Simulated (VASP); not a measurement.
# Ni (Fm-3m) in VASP: single point with PBE

Aim: the single point of Ni with PBE.

Program: VASP 6.6.1. These are calculated values, not measurements. Logs are shortened: lines on timing, memory, paths and dates and some standing lists are left out, and cuts for length are marked.

## (1) The cell of the first run

It takes space group Fm-3m (No. 225, cubic). Conventional cell: a = 3.604 Å, b = 3.604 Å, c = 3.604 Å, α = 90.00°, β = 90.00°, γ = 90.00°. Ni (site symmetry m-3m) is surrounded by 12 Ni at 2.55 Å.

## (2) Single point, PBE, collinear spin, typed start (Pd replaced by Ni, lengths x 0.935, strained and moved within the space group)

File INCAR:

```
SYSTEM = Ni
PREC     = Accurate       ! precision mode
ENCUT    = 520            ! plane-wave cutoff, eV
EDIFF    = 1E-6           ! SCF threshold, eV
ISMEAR   = 0              ! smearing method
SIGMA    = 0.1            ! smearing width, eV
LREAL    = .FALSE.        ! projectors in reciprocal space
LASPH    = .TRUE.         ! aspherical terms in the spheres
NELM     = 150            ! most SCF steps
ALGO     = Fast           ! electronic algorithm
ISIF     = 2              ! what is computed and relaxed
LWAVE    = .FALSE.        ! write WAVECAR
LCHARG   = .FALSE.        ! write CHGCAR
ISPIN    = 2              ! spin polarisation
MAGMOM   = 2              ! initial moments
LORBIT   = 11             ! projections on sites
LMAXMIX  = 4              ! l up to which the mixer works
GGA      = PE             ! functional
NBANDS   = 15             ! bands
```

File KPOINTS:

```
Automatic mesh
0
G
  8 8 8
  0 0 0
```

File POSCAR:

```
Ni
1.0
    0.0000000000      1.8022184981      1.8022184981
    1.8022184981      0.0000000000      1.8022184981
    1.8022184981      1.8022184981      0.0000000000
Ni
1
Direct
    0.0000000000      0.0000000000      0.0000000000
```

Potentials or basis: VASP PAW PBE potentials, release 64 (Ni).

Run with:

```console
$ cat potpaw_PBE.64/Ni/POTCAR > POTCAR
$ mpirun -np 1 vasp_std > vasp.out
```

OUTCAR:

```text
SYSTEM = Ni
   PREC = Accurate
   ENCUT = 520
   EDIFF = 1E-6
   ISMEAR = 0
   LREAL = .FALSE.
   LASPH = .TRUE.
   NELM = 150
   ISIF = 2
   ISPIN = 2
   LORBIT = 11
   GGA = PE

 ion  position               nearest neighbor table
   1  0.000  0.000  0.000-

  LATTYP: Found a face centered cubic cell.
 ALAT       =     3.6044369962

  Lattice vectors:

 A1 = (   0.0000000000,   1.8022184981,   1.8022184981)
 A2 = (   1.8022184981,   0.0000000000,   1.8022184981)
 A3 = (   1.8022184981,   1.8022184981,   0.0000000000)

Analysis of symmetry for initial positions (statically):
=====================================================================
 Subroutine PRICEL returns:
 Original cell was already a primitive cell.

 Routine SETGRP: Setting up the symmetry group for a
 face centered cubic supercell.

 Subroutine GETGRP returns: Found 48 space group operations
 (whereof 48 operations were pure point group operations)
 out of a pool of 48 trial point group operations.

The static configuration has the point symmetry O_h .

Analysis of symmetry for dynamics (positions and initial velocities):
=====================================================================
 Subroutine PRICEL returns:
 Original cell was already a primitive cell.

 Routine SETGRP: Setting up the symmetry group for a
 face centered cubic supercell.

 Subroutine GETGRP returns: Found 48 space group operations
 (whereof 48 operations were pure point group operations)
 out of a pool of 48 trial point group operations.

The dynamic configuration has the point symmetry O_h .

Analysis of structural, dynamic, and magnetic symmetry:
=====================================================================
 Subroutine PRICEL returns:
 Original cell was already a primitive cell.

 Routine SETGRP: Setting up the symmetry group for a
 face centered cubic supercell.

 Subroutine GETGRP returns: Found 48 space group operations
 (whereof 48 operations were pure point group operations)
 out of a pool of 48 trial point group operations.

The overall configuration has the point symmetry O_h .

 Subroutine INISYM returns: Found 48 space group operations
 (whereof 48 operations are pure point group operations),
 and found     1 'primitive' translations

----------------------------------------------------------------------------------------

                                     Primitive cell

  volume of cell :      11.7072

  direct lattice vectors                    reciprocal lattice vectors
     0.000000000  1.802218498  1.802218498    -0.277435838  0.277435838  0.277435838
     1.802218498  0.000000000  1.802218498     0.277435838 -0.277435838  0.277435838
     1.802218498  1.802218498  0.000000000     0.277435838  0.277435838 -0.277435838

  length of vectors
     2.548721842  2.548721842  2.548721842     0.480532968  0.480532968  0.480532968

  position of ions in fractional coordinates (direct lattice)
     0.000000000  0.000000000  0.000000000

  ion indices of the primitive-cell ions
   primitive index   ion index
                 1           1

----------------------------------------------------------------------------------------

 KPOINTS: Automatic mesh

Automatic generation of k-mesh.
 Grid dimensions read from file:
 generate k-points for:    8    8    8

 Generating k-lattice:

  Cartesian coordinates                     Fractional coordinates (reciprocal lattice)
    -0.034679480  0.034679480  0.034679480     0.125000000  0.000000000  0.000000000
     0.034679480 -0.034679480  0.034679480     0.000000000  0.125000000  0.000000000
     0.034679480  0.034679480 -0.034679480     0.000000000  0.000000000  0.125000000

  Length of vectors
     0.060066621  0.060066621  0.060066621

  Shift w.r.t. Gamma in fractional coordinates (k-lattice)
     0.000000000  0.000000000  0.000000000

 Subroutine IBZKPT returns following result:
 ===========================================

 Found     29 irreducible k-points:

 Following reciprocal coordinates:
            Coordinates               Weight
  0.000000  0.000000  0.000000      1.000000
  0.125000  0.000000  0.000000      8.000000
  0.250000  0.000000  0.000000      8.000000
  0.375000  0.000000  0.000000      8.000000
  0.500000  0.000000  0.000000      4.000000
  0.125000  0.125000  0.000000      6.000000
[... 16 lines left out ...]
  0.500000  0.250000  0.125000     48.000000
 -0.375000  0.250000  0.125000     24.000000
 [... further k-points ...]
   k-points           NKPTS =     29   k-points in BZ     NKDIM =     29   number of bands    NBANDS=     15
   number of dos      NEDOS =    301   number of ions     NIONS =      1
   total plane-waves  NPLWV =   8000
   dimension x,y,z NGX =    20 NGY =   20 NGZ =   20
   dimension x,y,z NGXF=    40 NGYF=   40 NGZF=   40
   ions per type =               1
   NGX,Y,Z   is equivalent  to a cutoff of  13.05, 13.05, 13.05 a.u.
   NGXF,Y,Z  is equivalent  to a cutoff of  26.09, 26.09, 26.09 a.u.
 SYSTEM =  Ni
   PREC   = accura    normal or accurate (medium, high low for compatibility)
   ISTART =      0    job   : 0-new  1-cont  2-samecut
   ICHARG =      2    charge: 1-file 2-atom 10-const
   ISPIN  =      2    spin polarized calculation?
   LNONCOLLINEAR =      F non collinear calculations
   LSORBIT =      F    spin-orbit coupling
   LASPH  =      T    aspherical Exc in radial PAW
   ENCUT  =  520.0 eV  38.22 Ry    6.18 a.u.   4.74  4.74  4.74*2*pi/ulx,y,z
   NELM   =    150;   NELMIN=  2; NELMDL= -5     # of ELM steps
   EDIFF  = 0.1E-05   stopping-criterion for ELM
   LREAL  =      F    real-space projection
   EDIFFG = 0.1E-04   stopping-criterion for IOM
   NSW    =      0    number of steps for IOM
   IBRION =     -1    ionic relax: 0-MD 1-quasi-New 2-CG
   NFREE  =      0    steps in history (QN), initial steepest desc. (CG)
   ISIF   =      2    stress and relaxation
   ISYM   =      2    0-nonsym 1-usesym 2-fastsym
   POTIM  = 0.5000    time-step for ionic-motion
   TEBEG  =    0.0;   TEEND  =   0.0 temperature during run
   PSTRESS=    0.0 pullay stress
   NELECT =      10.0000    total number of electrons
   NUPDOWN=      -1.0000    fix difference up-down
   EMIN   =  10.00;   EMAX   =-10.00  energy-range for DOS
   EFERMI =   0.00;   METHOD = LEGACY
   ISMEAR =     0;   SIGMA  =   0.10  broadening in eV -4-tet -1-fermi 0-gaus
   EFERMI_NEDOS =   21; number of points for ismear=-14 and -15
   IALGO  =     68    algorithm
   IMIX   =      4    mixing-type and parameters
     AMIX     =   0.40;   BMIX     =  1.00
     AMIX_MAG =   1.60;   BMIX_MAG =  1.00
  volume/ion in A,a.u.               =      11.71        79.00
  Fermi-wavevector in a.u.,A,eV,Ry     =   1.553307  2.935325 32.827642  2.412764
  Thomas-Fermi vector in A             =   2.657557
   LORBIT       =     11    0 simple, 1 ext, 2 COOP (PROOUT), +10 PAW based schemes
   GGA     = PE    functional components
   LHFCALC =     F    Hartree Fock is set to
   AEXX    =    0.0000 exact exchange contribution
   IVDW    =     0    specifies the selected vdW correction
   LEPSILON=     F    determine dielectric tensor
   LRPA    =     F    only Hartree local field effects (RPA)
 spin polarized calculation
 RMM-DIIS sequential band-by-band and
 Gauss-broadening in eV      SIGMA  =   0.10
  energy-cutoff  :      520.00
  volume of cell :       11.71
 maximum number of plane-waves:       332
   NGX =  9   NGY =  9   NGZ =  9

 number of electron      10.0000000 magnetization       2.0000000

 number of electron       9.9999989 magnetization       0.6992127

 Free energy of the ion-electron system (eV)
  ---------------------------------------------------
  ext. energy  EPLUGINS =         0.00000000
  ---------------------------------------------------
  free energy    TOTEN  =        -5.44261005 eV

  energy without entropy =       -5.43187958  energy(sigma->0) =       -5.43724482

 E-fermi :   8.3797     XC(G=0): -12.8317

 val. band max:        8.3366474458   @ k =   0.3750   0.3750   0.0000
 cond. band min:       8.3858426451   @ k =   0.3750   0.1250   0.0000
 fundamental gap:      0.0491951993
 Fermi energy:         8.3797168878

 spin component 1

 k-point     1 :       0.0000    0.0000    0.0000
  band No.  band energies     occupation
      1      -0.1396      1.00000
      2       6.0603      1.00000
      3       6.0603      1.00000
      4       6.0603      1.00000
      5       7.1261      1.00000
      6       7.1261      1.00000
      7      31.4724      0.00000
      8      34.7624      0.00000
      9      34.7624      0.00000
     10      34.7624      0.00000
     11      37.4868      0.00000
     12      37.4868      0.00000
     13      37.4868      0.00000
     14      40.6202      0.00000
     15      46.1198      0.00000
[... 397 lines left out ...]
 k-point    24 :      -0.3750    0.2500    0.1250
  band No.  band energies     occupation
      1       4.6860      1.00000
      2       5.4999      1.00000
      3       6.0056      1.00000
      4       6.6505      1.00000
      5       7.6159      1.00000
      6      11.5363      0.00000
      7      13.9513      0.00000
      8      23.6642      0.00000
      9      24.3047      0.00000
     10      33.0052      0.00000
     11      36.9249      0.00000
     12      44.1397      0.00000
     13      46.1741      0.00000
     14      46.8196      0.00000
     15      48.4325      0.00000

 [... further k-points ...]

 spin component 2

 k-point     1 :       0.0000    0.0000    0.0000
  band No.  band energies     occupation
      1      -0.1674      1.00000
      2       6.8897      1.00000
      3       6.8897      1.00000
      4       6.8897      1.00000
      5       7.7778      1.00000
      6       7.7778      1.00000
      7      31.3038      0.00000
      8      34.7629      0.00000
      9      34.7629      0.00000
     10      34.7629      0.00000
     11      37.6022      0.00000
     12      37.6022      0.00000
     13      37.6022      0.00000
     14      40.4875      0.00000
     15      46.3151      0.00000
[... 397 lines left out ...]
 k-point    24 :      -0.3750    0.2500    0.1250
  band No.  band energies     occupation
      1       5.2483      1.00000
      2       5.9624      1.00000
      3       6.6717      1.00000
      4       7.3285      1.00000
      5       8.4743      0.09052
      6      11.8059      0.00000
      7      14.3197      0.00000
      8      23.7398      0.00000
      9      24.4245      0.00000
     10      33.0130      0.00000
     11      36.9691      0.00000
     12      44.1037      0.00000
     13      46.2424      0.00000
     14      46.9107      0.00000
     15      48.6185      0.00000

 [... further k-points ...]
[... 5 lines left out ...]
  --------------------------------------------------------------------------------------
  -------------------------------------------------------------------------------------
  Total       -0.8614660     -0.8614660     -0.8614660     -0.0000000     -0.0000000     -0.0000000
  in kB     -117.8952790   -117.8952790   -117.8952790     -0.0000000     -0.0000000     -0.0000000
  external PRESSURE =    -117.8952790 kB  Pullay stress =       0.0000000 kB

 VOLUME and BASIS-vectors are now :
 -----------------------------------------------------------------------------
  energy-cutoff  :      520.00
  volume of cell :       11.71
      direct lattice vectors                 reciprocal lattice vectors
     0.000000000  1.802218498  1.802218498    -0.277435838  0.277435838  0.277435838
     1.802218498  0.000000000  1.802218498     0.277435838 -0.277435838  0.277435838
     1.802218498  1.802218498  0.000000000     0.277435838  0.277435838 -0.277435838

 POSITION                                       TOTAL-FORCE (eV/Angst)
 -----------------------------------------------------------------------------------
      0.00000      0.00000      0.00000         0.000000      0.000000     -0.000000
 -----------------------------------------------------------------------------------
    total drift:                                0.000000     -0.000000      0.000000

  FREE ENERGIE OF THE ION-ELECTRON SYSTEM (eV)
  ---------------------------------------------------
  free  energy   TOTEN  =        -5.4426100510 eV

  energy  without entropy=       -5.4318795791  energy(sigma->0) =       -5.43724482

 total charge

# of ion       s       p       d       tot
------------------------------------------
    1        0.468   0.441   8.278   9.187

 magnetization (x)

# of ion       s       p       d       tot
------------------------------------------
    1       -0.004  -0.022   0.743   0.716
```

Wall time 15 s (1 thread of Intel Xeon Platinum 8259CL at 2.50GHz (Skylake/Cascade Lake), shared host); peak memory 0.13 GiB.

Results:

```yaml
Free_energy: -5.4426 eV
Pressure: -11.8 GPa
Band_gap_on_the_k_mesh: none (metal or under the smearing width)
Net_moment: 0.70 μB per cell
Site_moments: Ni +0.72 μB
Valence_electrons_inside_the_program's_atomic_spheres: Ni 9.19
```

Caveat: the k mesh is coarse (spacing up to 0.38 Å⁻¹), so the values aren't converged.
